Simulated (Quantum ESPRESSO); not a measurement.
The system is ZnSe (Stilleite).

```
Se Zn
1.0
     0.00000    2.83380    2.83380
     2.83380    0.00000    2.83380
     2.83380    2.83380    0.00000
Se Zn
1 1
Cartesian
  4.2507 4.2507 4.2507
  0.0000 0.0000 0.0000
```

```yaml
Program: Quantum ESPRESSO 7.5
Task: phonons
Functional: PBE
Potentials_or_basis: Ansatz NC SR PBE
Cutoff: 1170 eV
Density_cutoff: 4680 eV
k_mesh: 4 × 4 × 4, shifted
Occupations: fermi-dirac, width 0.05 eV
Spin: no spin polarisation
Target_pressure: 40 GPa
Mixing_beta: 0.5
Most_SCF_iterations: 120
SCF_threshold: 4e-10 Ry
```

The cell and the atoms were relaxed first at 40 GPa, to 16.90 Å³/atom (a = 3.629 Å, b = 3.629 Å, c = 3.629 Å, α = 60.00°, β = 60.00°, γ = 60.00°), and the response was taken there.

The first run showed a gap, so the response started from a second, tighter run with fixed occupations.

Problem. What is the highest optical frequency at the zone centre, leaving out the macroscopic field of polar modes?

Solution. 329 cm⁻¹, a mode of symmetry T2 (IR and Raman). With the field the highest mode lies at 349 cm⁻¹.

Optical modes at Γ, degenerate ones joined, polar ones without the macroscopic field:
| cm⁻¹ | components | symmetry | active in | IR intensity, summed ((D/Å)²/amu) |
| --- | --- | --- | --- | --- |
| 329 | 3 | T2 | IR and Raman | 4.78 |

Zone-centre frequencies without and with the macroscopic field along z (cm⁻¹):
```
                optical modes in rising order
       without                    329 329 329
with the field                    329 329 349
```

Born effective charge tensors (e):
atom 1, Se
```
-1.59  0.00  0.00
 0.00 -1.59  0.00
 0.00  0.00 -1.59
```
atom 2, Zn
```
1.55 0.00 0.00
0.00 1.55 0.00
0.00 0.00 1.55
```

Electronic dielectric tensor:
```
7.26 0.00 0.00
0.00 7.26 0.00
0.00 0.00 7.26
```

Static dielectric tensor, electrons and zone-centre modes:
```
8.19 0.00 0.00
0.00 8.19 0.00
0.00 0.00 8.19
```

Caveat: the volume moved by over 15 % at a fixed basis, so the end points are rough; the cell is more than 3 GPa from zero pressure, which shifts response properties.
